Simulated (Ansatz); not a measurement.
# SiO2 (Imma) in Ansatz: single point with PBE

Aim: the single point of SiO2 with PBE.

Everything below comes from runs of Ansatz 0.2.0. Logs are shortened: lines on timing, memory, paths and dates and some standing lists are left out, and cuts for length are marked.

## 1. The crystal as given

Symmetry: Imma, No. 74, orthorhombic system. The conventional cell has a = 5.247 Å, b = 9.554 Å, c = 8.883 Å, α = 90.00°, β = 90.00°, γ = 90.00°. Si (site symmetry m) has 4 O at 1.60 to 1.61 Å as nearest neighbours. O (site symmetry 2/m) has 2 Si at 1.60 Å as nearest neighbours. O (site symmetry 2) has 2 Si at 1.61 Å as nearest neighbours. O (site symmetry mm2) has 2 Si at 1.61 Å as nearest neighbours.

The cell comes from a database or a generator and needn't be the stable form of this composition.

## 2. Single point, PBE

input.yaml reads:

```yaml
crystal:
  lattice:
    - [-2.62333646, 4.776753505, 4.441674725]
    - [2.62333646, -4.776753505, 4.441674725]
    - [2.62333646, 4.776753505, -4.441674725]
  atoms:
    - { symbol: Si, position: [0.26034098, 0.84494489, 0.41539609] }
    - { symbol: Si, position: [0.0704512, 0.15505511, 0.91539609] }
    - { symbol: Si, position: [0.73965902, 0.15505511, 0.58460391] }
    - { symbol: Si, position: [0.9295488, 0.84494489, 0.08460391] }
    - { symbol: O, position: [0.5, 0.0, 0.5] }
    - { symbol: O, position: [0.0, 0.0, 0.0] }
    - { symbol: O, position: [0.79317541, 0.0, 0.29317541] }
    - { symbol: O, position: [0.20682459, 0.5, 0.20682459] }
    - { symbol: O, position: [0.20682459, 0.0, 0.70682459] }
    - { symbol: O, position: [0.79317541, 0.5, 0.79317541] }
    - { symbol: O, position: [0.86931113, 0.11931113, 0.75] }
    - { symbol: O, position: [0.13068887, 0.88068887, 0.25] }
hamiltonian:
  xc: pbe
  pseudopotentials: { kind: paw }
kpoints:
  mp_grid: { grid: [2, 2, 2] }
scf:
  occupations: { method: fermi_dirac, width: 0.05 }
output:
  forces: true
  stress: true
  eigenvalues: true
  write_density: true
  write_potential: true
  elf: true
  volumetric_format: npy
```

Potentials or basis: Ansatz PAW.

Run with:

```sh
$ ansatz run input.yaml --threads 4 --pin off --max-ram 11264MiB --backend cpu --events-out ev --progress --plain --runs-dir out
```

What it wrote:

```text
Warning: RAYON_NUM_THREADS=4 ignored (pool sized by the plan → 4); use --threads N
Engine: ansatz 0.2.0, x86_64-unknown-linux-gnu
Pseudopotentials: kind: paw
Pseudopotential: Si, paw, valence charge 4, recommended cutoff 420 eV (normal), Si.paw.azcp
Pseudopotential: O, paw, valence charge 6, recommended cutoff 420 eV (normal), O.paw.azcp
Functional definition: PBE
  parameter kappa = 0.804
  parameter beta = 0.06672455060314922
  exchange = pbe_x(kappa = kappa, mu = beta*pi^2/3)
  correlation = pbe_c(beta = beta)
Crystal: 12 atoms, lattice volume = 222.635 Å³
Basis set: ecut = 420 eV, 4321 PW (Γ), exchange–correlation on 96×96×96 points (8 copies of the dense FFT grid, shifted against one another)
Bands: 44, of which v1, the nominal top of the filled ones, is band 32 counted from 1 (31 counted from 0)
Symmetry: 8 space group operations
Space group: Imma (ITA 74), of the structure as read, at distance tolerance 6.1e-5 Å
k-points: 5 of 8
Non-local potential: Si, projectors of the file, l = 0: 2, l = 1: 2, l = 2: 2
Non-local potential: O, projectors of the file, l = 0: 2, l = 1: 2, l = 2: 1
PAW form: soft (Blöchl's): semilocal exchange-correlation on the pseudo side does not see the compensation charge
PAW one-centre angular grid: Si, 110 points (default); XC on 64 Gauss nodes
PAW one-centre angular grid: O, 110 points (default); XC on 64 Gauss nodes
Initial density: superposition of atomic densities (neutral atoms: chi_scale 0, normalization atom), corrected by the library's trained network
Initial wavefunctions: pseudopotential atomic-orbital guess
Functional: x = pbe(κ = 0.804, μ = 0.2195149727645171), c = pbe(β = 0.06672455060314922)
SCF iter   1: F=—  HF=-7096.195209 eV  |F-HF|=—  |Δ(HF+E_count)|=         —  Δρ=1.64e-3  dr2=5.60e-3  ethr=1.77e-3  ⟨swp⟩=7.2  Hψ=1171  notcnv=0  defer=7
[... 9 lines left out ...]
SCF converged after 6 iterations
Free energy (F): -7096.197790 eV
Harris-Foulkes:  -7096.197790 eV  (|F-HF|=5.18e-8)
Internal energy: -7096.197790 eV  (E = F + TS)
E sigma→0 (E₀):  -7096.197790 eV
Fermi energy:    2.249034 eV
--- Per-component energies (eV) ---
  E_band       = -483.983950
  E_kinetic    = 1613.195649
  E_local      = -6077.816875  (includes V_loc(G=0)·N_el)
  E_nonlocal   = 481.404042
  E_hartree    = 2377.580632
  E_xc         = -816.837272
  E_vxc        = -948.074154  (∫ρ·V_xc dr)
  E_paw        = -3326.351897  (= ΣΔE_a)
  E_vpaw       = -307.880443  (= ΣTr[D̂ρ^β])
  E_aug_tail   = 0.020984  (compensation charges beyond the density's cutoff)
  E_ewald      = -1347.393053
  E_smearing   = -0.000000  (= −TS)
  E_closure    = 0.000000  (closes the sum)
  Σ components = -7096.197790   (vs F -7096.197790, Δ=0.00e0)
--- Forces (eV/Å), atoms counted from 1 ---
  atom   1  Si     0.00000000    -0.08097468    -0.05631125
  atom   2  Si     0.00000000    -0.08097468     0.05631125
  atom   3  Si     0.00000000     0.08097468     0.05631125
  atom   4  Si     0.00000000     0.08097468    -0.05631125
  atom   5  O      0.00000000     0.00000000     0.00000000
  atom   6  O      0.00000000     0.00000000     0.00000000
  atom   7  O      0.00000000    -0.29814117     0.00000000
  atom   8  O      0.00000000     0.29814117     0.00000000
  atom   9  O      0.00000000     0.29814117     0.00000000
  atom  10  O      0.00000000    -0.29814117     0.00000000
  atom  11  O      0.00000000     0.00000000    -0.25028749
  atom  12  O      0.00000000     0.00000000     0.25028749
  max |Σ_I F_I| component: 0.00e0 eV/Å
--- Stress (GPa, compression-positive) ---
        3.461238       0.000000       0.000000
        0.000000       3.358683       0.000000
        0.000000       0.000000       3.433029
  P = ⅓ Tr σ = 3.4177 GPa (34.177 kbar)
--- Band table (eV; the first three rows and the last of 5) ---
  k-point 0: bands = ["-20.0201", "-19.1034", "-18.6464", "-18.5568", "-18.0277", "-17.9673", "-17.9556", "-17.9438", "-9.4444", "-9.0073", "-8.4215", "-6.3037", "-6.1725", "-6.1528", "-6.0867", "-5.6085", "-3.9543", "-3.6878", "-3.1202", "-3.0830", "-2.6345", "-2.6179", "-2.5726", "-2.5608", "-1.9701", "-1.9325", "-1.9307", "-1.7269", "-1.5609", "-1.2167", "-0.9296", "-0.5093", "4.9777", "8.0121", "8.1948", "8.4228", "8.6140", "8.7552", "9.0744", "9.4086", "9.4725", "9.8285", "9.9999", "10.2661"]
  k-point 1: bands = ["-19.4753", "-19.4753", "-18.7675", "-18.7675", "-17.9927", "-17.9927", "-17.9464", "-17.9464", "-8.9866", "-8.9866", "-7.3391", "-7.3391", "-6.1533", "-6.1533", "-5.7829", "-5.7829", "-3.9177", "-3.9177", "-3.2263", "-3.2263", "-2.7706", "-2.7706", "-2.3780", "-2.3780", "-2.2360", "-2.2360", "-1.9425", "-1.9425", "-1.4716", "-1.4716", "-0.9008", "-0.9008", "7.1759", "7.1759", "8.4896", "8.4896", "8.6855", "8.6855", "9.3585", "9.3585", "9.9819", "9.9819", "10.3722", "10.3722"]
  k-point 2: bands = ["-19.6002", "-19.1558", "-19.1368", "-18.5903", "-18.0120", "-17.9743", "-17.9523", "-17.9406", "-9.3521", "-8.3650", "-7.9067", "-6.9258", "-6.3093", "-5.9887", "-5.9780", "-5.6916", "-3.9599", "-3.9004", "-3.2766", "-3.2176", "-2.9557", "-2.4999", "-2.4929", "-2.3673", "-2.2626", "-2.2624", "-1.9319", "-1.8627", "-1.3872", "-1.3431", "-1.2325", "-0.7110", "7.1535", "7.3066", "7.9259", "8.0789", "8.7946", "8.8118", "9.1974", "9.7691", "9.8853", "10.2312", "10.3218", "10.7788"]
  k-point 4: bands = ["-19.6290", "-19.5782", "-19.1186", "-17.9781", "-17.9712", "-17.9695", "-17.9661", "-17.9449", "-10.4331", "-8.2156", "-7.2611", "-7.2292", "-6.4349", "-5.9792", "-5.7812", "-5.7679", "-3.8080", "-3.6831", "-3.3868", "-3.2818", "-2.8313", "-2.6633", "-2.5440", "-2.4293", "-2.2827", "-2.2266", "-2.0835", "-1.8458", "-1.0631", "-0.7466", "-0.7170", "-0.5324", "6.9942", "6.9950", "7.2501", "7.2848", "8.3254", "8.5466", "8.6406", "9.8749", "9.8921", "9.9308", "10.4731", "10.5297"]
```

rho_z.tsv:

```text
# z_ang	rho[e/angstrom^3]
# format = ansatz-planar-average/11
# lattice	-2.623336460	4.776753505	4.441674725
# lattice	2.623336460	-4.776753505	4.441674725
# lattice	2.623336460	4.776753505	-4.441674725
# sites	12
# site	14	2.623336460	-0.808264047	3.064265999
# site	14	2.623336460	3.968489458	-3.064265999
# site	14	0.000000000	5.585017552	1.377408726
# site	14	0.000000000	0.808264047	7.505940724
# site	8	0.000000000	4.776753505	0.000000000
# site	8	0.000000000	0.000000000	0.000000000
# site	8	-1.311668230	5.189230087	2.220837363
# site	8	1.311668230	-0.412476582	2.220837363
# site	8	1.311668230	4.364276923	-2.220837363
# site	8	1.311668230	5.189230087	2.220837362
# site	8	-0.000000000	7.165130258	1.059882461
# site	8	2.623336460	-2.388376753	3.381792264
0.000000	2.257966e-1
0.146468	2.238221e-1
0.292937	2.185561e-1
0.439405	2.124775e-1
0.585874	2.103875e-1
0.732342	2.180986e-1
[... 40 lines left out ...]
6.737550	2.185561e-1
6.884018	2.238221e-1
```

v_z.tsv:

```text
# z_ang	v_es[eV]	v_tot_of_output_density[eV]	v_es_of_output_density[eV]
# format = ansatz-planar-average/11
# xc	pbe
# density_cutoff_ev	1680
# datasets	Si=:simpson_from_first_knot:soft	O=:simpson_from_first_knot:soft
# lattice	-2.623336460	4.776753505	4.441674725
# lattice	2.623336460	-4.776753505	4.441674725
# lattice	2.623336460	4.776753505	-4.441674725
# sites	12
# site	14	2.623336460	-0.808264047	3.064265999
# site	14	2.623336460	3.968489458	-3.064265999
# site	14	0.000000000	5.585017552	1.377408726
# site	14	0.000000000	0.808264047	7.505940724
# site	8	0.000000000	4.776753505	0.000000000
# site	8	0.000000000	0.000000000	0.000000000
# site	8	-1.311668230	5.189230087	2.220837363
# site	8	1.311668230	-0.412476582	2.220837363
# site	8	1.311668230	4.364276923	-2.220837363
# site	8	1.311668230	5.189230087	2.220837362
# site	8	-0.000000000	7.165130258	1.059882461
# site	8	2.623336460	-2.388376753	3.381792264
0.000000	7.628150e-1	-5.684663e0	7.628148e-1
0.146468	8.322303e-1	-5.630205e0	8.322301e-1
0.292937	1.027590e0	-5.485773e0	1.027590e0
0.439405	1.257622e0	-5.346533e0	1.257622e0
0.585874	1.449485e0	-5.271666e0	1.449485e0
0.732342	1.571888e0	-5.273514e0	1.571887e0
[... 40 lines left out ...]
6.737550	1.027590e0	-5.485773e0	1.027590e0
6.884018	8.322303e-1	-5.630205e0	8.322301e-1
```

It took 5.6 s on 4 threads of Intel Xeon at 2.50GHz (Skylake/Cascade Lake), shared host; peak memory 0.58 GiB.

What came out:

```
Free energy            : -7096.1978 eV
Pressure               : 3.4 GPa
Largest force          : 0.298 eV/Å
Band gap on the k mesh : 5.49 eV, direct
```

Forces in eV/Å, atoms in the order of the input:
```
Si   0.000 -0.081 -0.056
Si   0.000 -0.081  0.056
Si   0.000  0.081  0.056
Si   0.000  0.081 -0.056
O    0.000  0.000  0.000
O    0.000  0.000  0.000
O    0.000 -0.298  0.000
O    0.000  0.298  0.000
O    0.000  0.298  0.000
O    0.000 -0.298  0.000
O    0.000  0.000 -0.250
O    0.000  0.000  0.250
```

Stress tensor (GPa, compression positive):
```
3.46 0.00 0.00
0.00 3.36 0.00
0.00 0.00 3.43
```

Caveat: the k mesh is coarse (spacing up to 0.70 Å⁻¹), so the values aren't converged; the pressure holds a Pulay correction of +0.4 GPa for the finite cutoff. A hybrid or GW would open this gap; PBE tends to underestimate it.
